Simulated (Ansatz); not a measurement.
The system is CO2.

```
O C
1.0
    -1.97473    1.97473    3.01406
     1.97473   -1.97473    3.01406
     1.97473    1.97473   -3.01406
O C
4 2
Direct
  0.87500 0.95980 0.58480
  0.37500 0.29020 0.41520
  0.04020 0.62500 0.91520
  0.70980 0.12500 0.08480
  0.00000 0.00000 0.00000
  0.75000 0.25000 0.50000
```

The cell comes from a database or a generator and needn't be the stable form of this composition.

Base run:

* Program: Ansatz 0.2.0
* Functional: revPBE
* Potentials or basis: Ansatz PAW
* Cutoff: 420 eV (not typed: the program's choice for these potentials)
* k mesh: 9 × 9 × 9
* Occupations: fermi-dirac, width 0.05 eV
* Spin: no spin polarisation

Its results: band gap on the k mesh 7.82 eV, indirect (least direct gap 8.22 eV); pressure 3.8 GPa; largest force 0.102 eV/Å.

Problem. The run is repeated on the same cell with these changes: functional from revPBE to RPBE. What comes out?

Solution. Band gap on the k mesh 7.85 eV, indirect (least direct gap 8.24 eV); pressure 5.2 GPa; largest force 0.146 eV/Å.

Caveats: the PAW data sets come from PBE, with cores solved anew for the run's functional, which leaves a small shift of forces and pressure.
